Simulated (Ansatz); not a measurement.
# Strain response of Sn

Computed with DFT PBE, scalar-relativistic, plane waves, PAW (Ansatz). (420 eV cutoff, 12×12×8 k-mesh, Gaussian smearing of 0.10 eV, no spin polarisation)

The relaxed crystal:

```yaml
crystal:
  lattice:
    - [3.32911, 3.32911, 0.00000]
    - [-3.32911, 3.32911, 0.00000]
    - [0.00000, 0.00000, 6.65821]
  atoms:
    - { symbol: Sn, position: [0.00000, 0.00000, 0.50000] }
    - { symbol: Sn, position: [0.00000, 0.50000, 0.25000] }
    - { symbol: Sn, position: [0.50000, 0.50000, 0.00000] }
    - { symbol: Sn, position: [0.50000, 0.00000, 0.75000] }
```

Deformation: all cell vectors scaled alike, the atoms relaxed, all within the symmetry that the strain leaves. Energies are extrapolated to zero smearing. Stress is positive in compression, on the Cartesian axes of the cell above.

Strains computed: -3.0, -2.0, -1.0, +1.0, +2.0, +3.0 %.

Task: At which strain does the energy stand 15.0 meV/atom over the relaxed crystal with σxx = 2.43, σyy = 2.43, σzz = 2.43 GPa?

Result: -2.0 %.

Cost: 7 runs of about 3.9 core-minutes in all, on Arm Neoverse V2 (shared hosts).